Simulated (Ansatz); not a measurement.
## Ru: equation of state with PBE

Crystal: Ru.

```xyz
2
Lattice="2.7058 0.0000 0.0000 -1.3529 2.3433 0.0000 0.0000 0.0000 4.2819" Properties=species:S:1:pos:R:3 pbc="T T T"
Ru    1.3529    0.7811    3.2114
Ru    0.0000    1.5622    1.0705
```

```json
{
 "Program": "Ansatz 0.2.0",
 "Task": "equation of state",
 "Functional": "PBE",
 "Potentials or basis": "SPMS NC",
 "Cutoff": "653 eV",
 "Density cutoff": "2612 eV",
 "k mesh": "11 × 11 × 6",
 "Occupations": "fermi-dirac, width 0.05 eV",
 "Spin": "no spin polarisation"
}
```

```yaml
Equilibrium_volume: 13.80 Å³/atom
Bulk_modulus_at_fixed_shape_and_positions: 313 GPa
Pressure_derivative_of_the_bulk_modulus: 4.8
```

Energy against volume, from the lowest point:
```csv
volume (Å³/atom),energy (meV/atom)
12.760,87.97
13.032,45.88
13.303,18.19
13.575,3.37
13.846,0.00
14.118,6.86
14.389,22.83
```

All runs of the series together: 11 s on 2 threads of Arm Neoverse V2, on a shared host.

Caveat: the cell was scaled at fixed shape and fractional positions, which overstates the stiffness of a crystal with free parameters, most of all of layers and chains.
